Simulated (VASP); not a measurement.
Input of a VASP 6.6.1 run:

INCAR

```
PREC     = Accurate       # precision mode
ENCUT    = 520            # plane-wave cutoff, eV
EDIFF    = 1E-6           # SCF threshold, eV
ISMEAR   = -1             # smearing method
SIGMA    = 0.1            # smearing width, eV
LREAL    = F              # projectors in reciprocal space
LASPH    = T              # aspherical terms in the spheres
NELM     = 100            # most SCF steps
ALGO     = Normal         # electronic algorithm
ISIF     = 2              # what is computed and relaxed
LWAVE    = F              # write WAVECAR
LCHARG   = T              # write CHGCAR
GGA      = PS             # functional
LELF     = T              # ELF
LVHAR    = T            
NBANDS   = 12             # bands
```

Contents of KPOINTS:

```
regular mesh
0
Gamma
  12 12 12
```

Contents of POSCAR:

```
P
1.0
    1.7202163173      0.9931673538      2.9388949532
   -1.7202163173      0.9931673538      2.9388949532
    0.0000000000     -1.9863347077      2.9388949532
P
2
Direct
    0.2334452131      0.2334452131      0.2334452131
    0.7665547869      0.7665547869      0.7665547869
```

Potentials or basis: VASP PAW PBE potentials, release 64 (P).

Launch:

```console
$ cat potpaw_PBE.64/P/POTCAR > POTCAR
$ mpirun -np 1 vasp_std > vasp.out
```

Task: What does it give for the pressure?

Result: 0.0 GPa.

Task: Estimate the band gap on the k mesh.

Result: None (metal or under the smearing width).

Forces on the atoms (eV/Å):
```
P    0.000  0.000 -0.033
P    0.000  0.000  0.033
```

Caveat: the PAW data sets were made with another functional, which shifts forces and pressure a little.
